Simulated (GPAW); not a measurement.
# C (Fd-3m) in GPAW: notebook

The runs below take C through dielectric tensor, with LDA, AM05, PBEsol.

All numbers are computed with GPAW 26.7.0; they aren't measurements. Logs are shortened: lines on timing, memory, paths and dates and some standing lists are left out, and cuts for length are marked. The log counts tension as positive stress, the text compression.

## 1. The structure

Symmetry: Fd-3m, No. 227, cubic system. Conventional cell: a = 3.567 Å, b = 3.567 Å, c = 3.567 Å, α = 90.00°, β = 90.00°, γ = 90.00°. C (site symmetry -43m) is surrounded by 4 C at 1.54 Å.

This isn't the form of C at room conditions, which is graphite.

## 2. Dielectric tensor, LDA

run.py reads:

```python
import numpy as np
from ase import Atoms
from ase.dft.bandgap import bandgap
from ase.io import write
from gpaw import GPAW, PW
from gpaw.response.df import DielectricFunction

atoms = Atoms(['C', 'C'],
              cell=[[0.0, 1.78337, 1.78337],
                    [1.78337, 0.0, 1.78337],
                    [1.78337, 1.78337, 0.0]],
              scaled_positions=[[0.75, 0.75, 0.75],
                                [0.5, 0.5, 0.5]],
              pbc=True)

calc = GPAW(mode=PW(650),
            xc='LDA',
            kpts={'size': (10, 10, 10), 'gamma': True},
            occupations={'name': 'fermi-dirac', 'width': 0.001},
            nbands=11,
            convergence={'density': 1e-06},
            maxiter=150,
            txt='gpaw.txt')
atoms.calc = calc
energy = atoms.get_potential_energy()
calc.write('gs.gpw')
write('result.traj', atoms)
print(f'Energy: {energy:.6f} eV')
print('Fermi level:', round(calc.get_fermi_level(), 4), 'eV')
print(f'Gap: {bandgap(calc)[0]:.4f} eV, direct: {bandgap(calc, direct=True)[0]:.4f} eV')

for size in [(32, 32, 32)]:
    name = 'x'.join(str(n) for n in size)
    dense = calc.fixed_density(kpts={'size': size, 'gamma': True},
                               nbands=30, convergence={'bands': 24, 'eigenstates': 1e-7},
                               update_fermi_level=True, txt=f'dense-{name}.txt')
    dense.write(f'{name}.gpw', mode='all')
    df = DielectricFunction(f'{name}.gpw', frequencies=np.array([0.0]), hilbert=False, eta=0.001,
                            ecut=80, nbands=24, intraband=False, txt=f'df-{name}.txt')
    for xc in ['RPA']:
        for direction in ['x', 'y', 'z', [0, 1, 1], [1, 0, 1], [1, 1, 0]]:
            e0, e = df.get_macroscopic_dielectric_constant(xc=xc, direction=direction)
            print(f'{name} {xc} {direction}: {e0:.4f} without, {e:.4f} with local fields')
```

Potentials or basis: the program's PAW data sets (release 1.2.1) made for this functional, pw.

Launch:

```sh
> OMP_NUM_THREADS=1 python run.py
```

gpaw.txt:

```text
__  _  _
 | _ |_)|_||  |
 |__||  | ||/\| - 26.7.0

Input parameters:
  mode=PW(ecut=650.0),
  convergence={'density': 1e-06},
  kpts=MonkhorstPack(size=(10, 10, 10), gamma=True),
  maxiter=150,
  nbands=11,
  occupations=Occupations(name='fermi-dirac', width=0.001),
  xc=XC(name='LDA')

Diagonalizing LCAO Hamiltonian
Converting LCAO to pw mode

          C
       C

Atoms  # Å, Bohr magnetons
|   | symbol |        x |        y |        z |    initial magnetic moments |
|---|--------|----------|----------|----------|-----------------------------|
| 0 |      C | 2.675055 | 2.675055 | 2.675055 | ( 0.0000,  0.0000,  0.0000) |
| 1 |      C | 1.783370 | 1.783370 | 1.783370 | ( 0.0000,  0.0000,  0.0000) |

Unit cell  # Å
| periodic |        x |        y |        z |  lengths |    angles |
|----------|----------|----------|----------|----------|-----------|
|      yes | 0.000000 | 1.783370 | 1.783370 | 2.522066 | 60.000000 |
|      yes | 1.783370 | 0.000000 | 1.783370 | 2.522066 | 60.000000 |
|      yes | 1.783370 | 1.783370 | 0.000000 | 2.522066 | 60.000000 |

Number of symmetries: 24
Symmetry operations  # r_c * U_cc + t_c -> r_c
|    | kind |            matrix            |
|----|------|------------------------------|
|  0 |  E   |  1, 0, 0,  0, 1, 0,  0, 0, 1 |
|  1 |  σ   |  1, 0, 0,  0, 0, 1,  0, 1, 0 |
|  2 |  σ   |  1, 0,-1,  0, 1,-1,  0, 0,-1 |
|  3 |  C3  |  1, 0,-1,  0, 0,-1,  0, 1,-1 |
|  4 |  C3  |  1,-1, 0,  0,-1, 1,  0,-1, 0 |
|  5 |  σ   |  1,-1, 0,  0,-1, 0,  0,-1, 1 |
|  6 |  σ   |  0, 1, 0,  1, 0, 0,  0, 0, 1 |
|  7 |  C3  |  0, 1, 0,  0, 0, 1,  1, 0, 0 |
|  8 |  C2  |  0, 1,-1,  1, 0,-1,  0, 0,-1 |
|  9 |  S4  |  0, 1,-1,  0, 0,-1,  1, 0,-1 |
| 10 |  C3  |  0, 0, 1,  1, 0, 0,  0, 1, 0 |
| 11 |  σ   |  0, 0, 1,  0, 1, 0,  1, 0, 0 |
| 12 |  S4  |  0, 0,-1,  1, 0,-1,  0, 1,-1 |
| 13 |  C3  |  0, 0,-1,  0, 1,-1,  1, 0,-1 |
| 14 |  S4  |  0,-1, 1,  1,-1, 0,  0,-1, 0 |
| 15 |  C2  |  0,-1, 1,  0,-1, 0,  1,-1, 0 |
| 16 |  C3  |  0,-1, 0,  1,-1, 0,  0,-1, 1 |
| 17 |  S4  |  0,-1, 0,  0,-1, 1,  1,-1, 0 |
| 18 |  S4  | -1, 1, 0, -1, 0, 1, -1, 0, 0 |
| 19 |  C3  | -1, 1, 0, -1, 0, 0, -1, 0, 1 |
| 20 |  C3  | -1, 0, 1, -1, 1, 0, -1, 0, 0 |
| 21 |  S4  | -1, 0, 1, -1, 0, 0, -1, 1, 0 |
| 22 |  σ   | -1, 0, 0, -1, 1, 0, -1, 0, 1 |
| 23 |  C2  | -1, 0, 0, -1, 0, 1, -1, 1, 0 |

BZ-sampling:
  Number of BZ points: 1000
  Number of IBZ points: 47

  Monkhorst-Pack size: [10, 10, 10]
  Monkhorst-Pack shift: [0.05, 0.05, 0.05]

K-points  # in reciprocal-cell coordinates
|     |                                coordinates |     weight |
|-----|--------------------------------------------|------------|
|   0 | (  0.00000000,   0.00000000,   0.00000000) | 0.00100000 |
|   1 | (  0.10000000,   0.10000000,   0.00000000) | 0.00600000 |
|   2 | (  0.10000000,   0.10000000,   0.10000000) | 0.00800000 |
|   3 | (  0.20000000,   0.10000000,   0.10000000) | 0.01200000 |
|   4 | (  0.20000000,   0.20000000,   0.00000000) | 0.00600000 |
|   5 | (  0.20000000,   0.20000000,   0.10000000) | 0.02400000 |
|   6 | (  0.20000000,   0.20000000,   0.20000000) | 0.00800000 |
|   7 | (  0.30000000,   0.20000000,   0.10000000) | 0.02400000 |
|   8 | (  0.30000000,   0.20000000,   0.20000000) | 0.02400000 |
|   9 | (  0.30000000,   0.30000000,   0.00000000) | 0.00600000 |
| ... |                                            |            |
|  46 | (  0.50000000,   0.50000000,   0.50000000) | 0.00400000 |

Plane wave coefficients: 444
Cutoff: 650.0 eV

Spin-components: 1 (collinear spins)
Bands:           11
Projectors:      10
Spin-degeneracy: 2
Datatype:        complex128

Parallelization:
  kpt:    1
  domain: 1
  band:   1

Density:
  Valence electrons: 8.0
  Components: 1
  Grid points: [15 15 15]
  Charge: 0.0  # |e|

Potential:
  Grid points: [15 15 15]

species:
  C:
    name:    Carbon
    Z:       6.0
    valence: 4
    core:    2
    charge:  0.0  # [|e|]
    compensation charges:
      type: gauss
      rc: 0.20  # [Å]
      lmax: 2
    cutoffs:
      filter: 1.14  # [Å]
      core: 1.14  # [Å]
    projectors
    | kind |    occ | energy [eV] | rcut [Å] |
    |------|--------|-------------|----------|
    |   2s |  2.000 |     -13.639 |    0.635 |
    |   2p |  2.000 |      -5.414 |    0.635 |
    |    s |        |      13.573 |    0.635 |
    |    p |        |      21.797 |    0.635 |
    |    d |        |       0.000 |    0.635 |

    Using partial waves for C as LCAO basis

Reference energy: -2037.605076  # eV

eigensolver:
  PPCG
  Converge bands: occupied
  niter=2

density mixing:
  MSR1-Mixer
  Pratt-step length: 0.05
  Maximum mixing coefficient: 0.75
  Old densities: 10
  SVD Regularization: 0.005
  Good broyden scale: 1.0
  Trust region scale: 1.0
  Backstep threshold: 4.0
  History deletion threshold: 6.0
  Fourier metric: weight=20.0, sigma=0.015

occupation numbers:
  Fermi-Dirac:
    width: 0.0010  # eV

poisson solver:
  ecut: 5200.0  # eV

xc functional:
  name: None

convergence criteria:
- Maximum integral of absolute [dens]ity change: 1e-06 electrons / valence electron
- Maximum [total energy] change in last 3 cyles: 0.0005 eV / valence electron
- Maximum integral of absolute [eigenst]ate change: 4e-08 eV^2 / valence electron
maximum number of iterations: 150

SCF iterations
|iter     | |      energy | eigst |  dens |
|---------|-|-------------|-------|-------|
|iter:   1| |  -20.908285 | +0.10 |       |
|iter:   2| |  -20.822256 | -2.72 | -0.79 |
|iter:   3| |  -20.271911 | -1.57 | -0.82 |
|iter:   4| |  -20.261950 | -2.80 | -1.50 |
|iter:   5| |  -20.262321 | -4.49 | -2.23 |
|iter:   6| |  -20.262326c| -6.88 | -3.46 |
|iter:   7| |  -20.262326c| -8.38c| -4.08 |
|iter:   8| |  -20.262326c| -9.23c| -5.60 |
|iter:   9| |  -20.262326c|-10.37c| -6.12c|

Converged in 9 steps
Energy contributions relative to reference atoms: (reference = -2037.605076)

Energy contributions:
  Kinetic:          17.005025
  Coulomb:         -15.970855
  Zero:              0.039742
  External:          0.000000
  Xc:              -21.336239
  Entropy:          -0.000000
  Spinorbit:         0.000000
  ----------------------------
  Free energy:     -20.262326
  Extrapolated:    -20.262326

dipole moment: (2.143364, 2.143364, 2.143364)  # |e|*Ang

Fermi level: 13.601
Eigenvalues  # (at kpt = [0.000, 0.000, 0.000])
| band index |      eig [eV] | occ [0-2] |
|------------|---------------|-----------|
|          0 |        -9.518 |     2.000 |
|          1 |        11.806 |     2.000 |
|          2 |        11.806 |     2.000 |
|          3 |        11.806 |     2.000 |
|          4 |        17.354 |     0.000 |
|          5 |        17.354 |     0.000 |
|          6 |        17.354 |     0.000 |
|          7 |        25.356 |     0.000 |
|          8 |        30.827 |     0.000 |
|          9 |        38.560 |     0.000 |
|         10 |        38.958 |     0.000 |

Gap: 4.135 eV
Transition (v -> c):
  (s=0, k=0, n=3, [0.00, 0.00, 0.00]) -> (s=0, k=24, n=4, [0.40, 0.40, 0.00])
Direct/indirect transitions are different
Direct gap: 5.548 eV
Transition at: (s=0, k=0, n=3, [0.00, 0.00, 0.00])
# Writing to gs.gpw (mode='')
```

Run time: 2.3 min. Hardware: 1 thread of Intel Xeon at 2.60GHz (Ice Lake), shared host; peak memory 0.53 GiB.

What came out:

```
Free energy                             : -20.2623 eV
Band gap on the k mesh                  : 4.14 eV, indirect (least direct gap 5.55 eV)
Electronic dielectric tensor (diagonal) : 5.82
```

Electronic dielectric tensor:
```
5.82 0.00 0.00
0.00 5.82 0.00
0.00 0.00 5.82
```

Caveat: the long-wavelength limit can be off by a per cent or two.

## 3. Dielectric tensor, AM05

Edit run.py of step 2 so:

```diff
@@ -4,4 +4,6 @@
 from ase.io import write
-from gpaw import GPAW, PW
+from gpaw import GPAW, PW, setup_paths
 from gpaw.response.df import DielectricFunction
+
+setup_paths.insert(0, '.')
 
@@ -16,3 +18,3 @@
 calc = GPAW(mode=PW(650),
-            xc='LDA',
+            xc='AM05',
             kpts={'size': (10, 10, 10), 'gamma': True},
```

Potentials or basis: PAW data sets generated in the run's folder for this functional, pw.

Launch:

```sh
> gpaw-setup -f AM05 C
> OMP_NUM_THREADS=1 python run.py
```

gpaw.txt:

```text
__  _  _
 | _ |_)|_||  |
 |__||  | ||/\| - 26.7.0

Input parameters:
  mode=PW(ecut=650.0),
  convergence={'density': 1e-06},
  kpts=MonkhorstPack(size=(10, 10, 10), gamma=True),
  maxiter=150,
  nbands=11,
  occupations=Occupations(name='fermi-dirac', width=0.001),
  xc=XC(name='AM05')

Diagonalizing LCAO Hamiltonian
Converting LCAO to pw mode

          C
       C

Atoms  # Å, Bohr magnetons
|   | symbol |        x |        y |        z |    initial magnetic moments |
|---|--------|----------|----------|----------|-----------------------------|
| 0 |      C | 2.675055 | 2.675055 | 2.675055 | ( 0.0000,  0.0000,  0.0000) |
| 1 |      C | 1.783370 | 1.783370 | 1.783370 | ( 0.0000,  0.0000,  0.0000) |

Unit cell  # Å
| periodic |        x |        y |        z |  lengths |    angles |
|----------|----------|----------|----------|----------|-----------|
[... 145 lines left out ...]
|iter:   4| |  -18.916928 | -2.75 | -1.49 |
|iter:   5| |  -18.917415 | -4.57 | -2.25 |
|iter:   6| |  -18.917418c| -6.39 | -3.31 |
|iter:   7| |  -18.917419c| -7.82c| -3.97 |
|iter:   8| |  -18.917419c| -8.47c| -5.25 |
|iter:   9| |  -18.917419c| -9.53c| -5.71 |
|iter:  10| |  -18.917419c|-10.14c| -6.06c|

Converged in 10 steps
Energy contributions relative to reference atoms: (reference = -2041.144030)

Energy contributions:
  Kinetic:          17.084729
  Coulomb:         -16.123841
  Zero:              0.040659
  External:          0.000000
  Xc:              -19.918965
  Entropy:          -0.000000
  Spinorbit:         0.000000
  ----------------------------
  Free energy:     -18.917419
  Extrapolated:    -18.917419

dipole moment: (2.150357, 2.150357, 2.150357)  # |e|*Ang

Fermi level: 13.874
Eigenvalues  # (at kpt = [0.000, 0.000, 0.000])
| band index |      eig [eV] | occ [0-2] |
|------------|---------------|-----------|
|          0 |        -9.439 |     2.000 |
|          1 |        12.065 |     2.000 |
|          2 |        12.065 |     2.000 |
|          3 |        12.065 |     2.000 |
|          4 |        17.587 |     0.000 |
|          5 |        17.587 |     0.000 |
|          6 |        17.587 |     0.000 |
|          7 |        25.511 |     0.000 |
|          8 |        31.136 |     0.000 |
|          9 |        38.588 |     0.000 |
|         10 |        38.793 |     0.000 |

Gap: 4.053 eV
Transition (v -> c):
  (s=0, k=0, n=3, [0.00, 0.00, 0.00]) -> (s=0, k=24, n=4, [0.40, 0.40, 0.00])
Direct/indirect transitions are different
Direct gap: 5.522 eV
Transition at: (s=0, k=0, n=3, [0.00, 0.00, 0.00])
# Writing to gs.gpw (mode='')
```

stdout:

```text
Energy: -18.917419 eV
Fermi level: 13.8744 eV
Gap: 4.0529 eV, direct: 5.5223 eV
32x32x32 RPA x: 6.0224 without, 5.8614 with local fields
32x32x32 RPA y: 6.0224 without, 5.8614 with local fields
32x32x32 RPA z: 6.0224 without, 5.8614 with local fields
32x32x32 RPA [0, 1, 1]: 6.0224 without, 5.8614 with local fields
32x32x32 RPA [1, 0, 1]: 6.0224 without, 5.8614 with local fields
32x32x32 RPA [1, 1, 0]: 6.0224 without, 5.8614 with local fields
```

df-32x32x32.txt:

```text
FrequencyGridDescriptor(from 0.000 to 0.000 eV, 1 points)
FrequencyGridDescriptor(from 0.000 to 0.000 eV, 1 points)

Calculating chi0 body with:
    Ground state adapter containing:
    Number of spins: 1
    Number of kpoints: 32768
    Number of irreducible kpoints: 897
    Number of completely occupied states: 4
    Number of partially occupied states: 4

    Linear response parametrization:
    q_c: [0.0, 0.0, 0.0]
    Number of frequency points: 1
    Planewave cutoff: 80.0
    Number of bands: 24
    Number of planewaves: 15
    Broadening (eta): 0.001

Integrating chi0 body.

Symmetries of q_c:
    Direct symmetries (Uq -> q): 24
    Indirect symmetries (TUq -> q): 24
In total 48 allowed symmetries.

Integral kind: response function

Calculating chi0 optical extensions with:
    Ground state adapter containing:
    Number of spins: 1
    Number of kpoints: 32768
    Number of irreducible kpoints: 897
    Number of completely occupied states: 4
    Number of partially occupied states: 4

    Linear response parametrization:
    Number of frequency points: 1
    Planewave cutoff: 80.0
    Number of bands: 24
    Number of planewaves: 15
    Broadening (eta): 0.001
Integrating chi0 head and wings.

Symmetries of q_c:
    Direct symmetries (Uq -> q): 24
    Indirect symmetries (TUq -> q): 24
In total 48 allowed symmetries.

Integral kind: response function wings

Finished calculating chi0
```

Run time: 2.3 min. Hardware: 1 thread of Intel Xeon at 2.60GHz (Ice Lake), shared host; peak memory 0.52 GiB.

Results:

| Property | Result |
| --- | --- |
| Free energy | -18.9174 eV |
| Band gap on the k mesh | 4.05 eV, indirect (least direct gap 5.52 eV) |
| Electronic dielectric tensor (diagonal) | 5.86 |

Electronic dielectric tensor:
```
5.86 0.00 0.00
0.00 5.86 0.00
0.00 0.00 5.86
```

Caveat: the long-wavelength limit can be off by a per cent or two. AM05 gaps usually lie below the measured ones, often by a third to a half.

[end of part 1 of 2]
